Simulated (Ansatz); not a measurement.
## CuO: frozen-core PAW against all-electron methods

```yaml
crystal:
  lattice:
    - [2.63683, 0.00000, 0.00000]
    - [0.00000, 2.63683, 0.00000]
    - [0.00000, 0.00000, 2.63683]
  atoms:
    - { symbol: Cu, position: [0.00000, 0.00000, 0.00000] }
    - { symbol: O, position: [0.50000, 0.50000, 0.50000] }
```

Atoms are numbered in the order listed.

The conventional cell has a = 2.637 Å, b = 2.637 Å, c = 2.637 Å, α = 90.00°, β = 90.00°, γ = 90.00°. Cu (atom 1) has 8 O at 2.28 Å as nearest neighbours. O (atom 2) is surrounded by 8 Cu at 2.28 Å.

The structure comes from a relaxation in the same program, started in the CsCl type, and has space group Pm-3m. Whether it is a known phase or the ground state wasn't checked.

Without spin polarisation or U, such a compound can come out metallic where the real one is a magnetic insulator.

All numbers are computed: DFT, LDA, PAW with Ansatz's default frozen-core files, scalar-relativistic (Ansatz 0.2.0); DFT, LDA, all-electron LAPW, scalar-relativistic (Ansatz 0.2.0).

For PAW: a Γ-centred 12×12×12 k mesh, Fermi–Dirac smearing of 0.08 eV, cutoff 420 eV, no spin polarisation; the PAW files were made with PBE, and the program remakes their frozen cores for this functional. LAPW targets a basis error of 0.25 meV/atom. The Ansatz runs share mesh, smearing and spin set-up. Plane-wave (PAW) pressures include the program's estimate of the Pulay term.

Stress and pressure are positive in compression.

Levels count from the Fermi level.

```
                      quantity     PAW    LAPW
                pressure (GPa)  -16.64  -16.70
highest filled level at R (eV)  -1.104  -1.106
  lowest empty level at R (eV)   0.304   0.304
highest filled level at Γ (eV)  -1.593  -1.594
  lowest empty level at Γ (eV)   0.656   0.659
```
